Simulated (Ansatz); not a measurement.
Here is an Ansatz 0.2.0 calculation.

The input input.yaml:

```yaml
crystal:
  lattice:
    - [2.7836650458, 0.0, 0.0]
    - [-1.3918325229, 2.4107246453, 0.0]
    - [0.0, 0.0, 4.628893]
  atoms:
    - { symbol: Pd, position: [0.3333333333, 0.6666666667, 0.25] }
    - { symbol: Pd, position: [0.6666666667, 0.3333333333, 0.75] }
kpoints:
  mp_grid: { grid: [11, 11, 6] }
  band_path:
    path:
      - [0.0, 0.0, 0.0]
      - [0.5, 0.0, 0.0]
      - [0.3333333333, 0.3333333333, 0.0]
      - [0.0, 0.0, 0.0]
      - [0.0, 0.0, 0.5]
      - [0.5, 0.0, 0.5]
      - [0.3333333333, 0.3333333333, 0.5]
      - [0.0, 0.0, 0.5]
    npoints: 10
scf:
  occupations: { method: fermi_dirac, width: 0.05 }
hamiltonian:
  xc: pbe
  pseudopotentials: { kind: all_electron, lapw: { basis_error: 0.001 } }
output:
  forces: true
  stress: true
  eigenvalues: true
```

Potentials or basis: all-electron LAPW, scalar-relativistic.

Command:

```bash
$ ansatz run input.yaml --threads 1 --pin off --max-ram 3072MiB --backend cpu --events-out ev --progress --plain --runs-dir out
```

Question: Estimate the pressure.

Answer: -1.5 GPa.

Question: Predict the band gap along the path.

Answer: None (metal or under the smearing width).

Levels at the corners of the path, in eV from the Fermi level:
```
point  band 24  band 25  band 26  band 27  band 28  band 29  band 30  band 31  band 32  band 33
    Γ    -2.21    -2.21    -1.57    -1.57    -0.23    -0.23     0.96     6.64    16.92    18.48
    M    -2.00    -1.63     0.00     0.02     0.18     2.53     4.38     9.39     9.69    12.56
    K    -2.68    -1.71    -0.48    -0.48    -0.36     5.77     5.97     5.97    12.05    12.98
    Γ    -2.21    -2.21    -1.57    -1.57    -0.23    -0.23     0.96     6.64    16.92    18.48
    A    -2.58    -2.58    -2.58    -0.66    -0.66    -0.66    -0.66    13.67    13.67    17.39
    L    -1.44    -0.43    -0.43     0.11     0.11     2.64     2.64     7.87     7.87    16.04
    H    -2.60    -1.69    -1.69    -0.17    -0.17     6.77     6.77     8.48     8.48     9.04
    A    -2.58    -2.58    -2.58    -0.66    -0.66    -0.66    -0.66    13.67    13.67    17.39
```
